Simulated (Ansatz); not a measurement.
# A thicker film of BaHfO3 (001), BaO faces from two thinner ones

In a field along its normal an insulating film takes a dipole p. Written as a length, p/(ε₀AE), it should grow by 1 − 1/ε for each ångström added.

**Method.** Ansatz 0.2.0, plane waves with PAW datasets (its set soft_2), PBEsol; perovskite films relaxed at a bulk in-plane lattice constant near the measured one, then held in weak fields of both signs with a dipole correction (A is the cell's area, E the outer field).

```tsv
run	distance between the outer atoms (Å)	p/(ε₀AE) (Å)
2 units	8.294	8.935
3 units	12.448	12.184
5 units	20.753	?
```

Q: Estimate the withheld value from the rows shown.

Two rows fix a line: slope = (12.184 − 8.935) / (12.448 − 8.294) = 0.7821, intercept 2.4483. That slope means ε = 1/(1 − 0.7821) = 4.59. At 20.753 it gives 0.7821 × 20.753 + 2.4483 = 18.679 Å, beyond the rows fitted. Rounding of the rows alone allows about ±0.004 Å there; two rows can't show whether the line holds.

The run itself gives 18.740 Å: a miss of +0.061 Å, or 0.3 % of the value. The length is met to within 1 %, though ε is more sensitive than the length: the two thickest films give ε = 4.75.

Caveats: This is the electronic response alone. A unit is one step of the cut along the normal (a plane, a pair of planes or a cell), and the layers relax along it, away from their bulk spacing where the functional's lattice constant differs from the one held.

[Logs are printed without paths, hosts, clocks, repeated set-up lines and the standing remarks that a program may print on its own settings, such as how far it seeks lower states.]
